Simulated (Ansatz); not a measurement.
**Strain and field gradients in IrO2**

Cell: a COD entry whose atoms were relaxed with PBE, the cell held.

```
CELL_PARAMETERS angstrom
4.49900 0.00000 0.00000
0.00000 4.49900 0.00000
0.00000 0.00000 3.14600
ATOMIC_POSITIONS crystal
Ir 0.00000 0.00000 0.00000
Ir 0.50000 0.50000 0.50000
O 0.30792 0.30792 0.00000
O 0.19208 0.80792 0.50000
O 0.69208 0.69208 0.00000
O 0.80792 0.19208 0.50000
```

Atoms are numbered from 1 in the order listed; like atoms form one site, named after its first atom.

Computed with Ansatz: DFT, PBE, plane waves and PAW, scalar-relativistic, collinear spin, 420 eV cutoff, Γ-centred 10×10×15 k-points, Fermi–Dirac smearing 0.05 eV. Start moments as typed (μB): 1 on each Ir, none on the rest.

The cell is stretched along z (the third Cartesian axis of the run's cell), x and y held, and the ions relax again each time.

| strain along z (%) | Ir: V along z (10²¹ V/m²) | O: V along z (10²¹ V/m²) |
| --- | --- | --- |
| -3 | -15.93 | 3.21 |
| -2 | -15.02 | 3.43 |
| -1 | -14.01 | 3.65 |
| 0 | -12.90 | 3.88 |
| +1 | ? | ? |
| +2 | -10.42 | 4.33 |
| +3 | -9.08 | 4.56 |

Q: Estimate the row at +1 % from the others.

A: Ir: -11.70; O: 4.10. Worked for Ir: a straight line through the other 6 rows has a slope of 1.150 × 10²¹ V/m² per per cent of strain and gives -11.55 at +1 %, against -11.70 from the run; over all rows the step per per cent runs from 0.91 at the compressed end to 1.34 at the stretched end, so the response isn't a straight line. Worked for O: a straight line through the other 6 rows has a slope of 0.225 × 10²¹ V/m² per per cent of strain and gives 4.10 at +1 %, against 4.10 from the run, so the response is nearly linear here.

At this cell the PBE pressure is 7 GPa, so with PBE the cell would grow if it were relaxed. With no gap above 0.1 eV, as in a metal, the gradients converge slowly in k; expect changes of a tenth or more on a denser mesh. Spin–orbit coupling is left out, which shifts gradients on Ir by a few per cent in wide-gap crystals, and can shift them far more where the calculated gap is small or absent, as here. Semilocal functionals can leave a metal where correlation in the d or f shell opens a gap in the real compound, and that would change the values at and beside Ir. The start moments die out, and the run ends without spin.
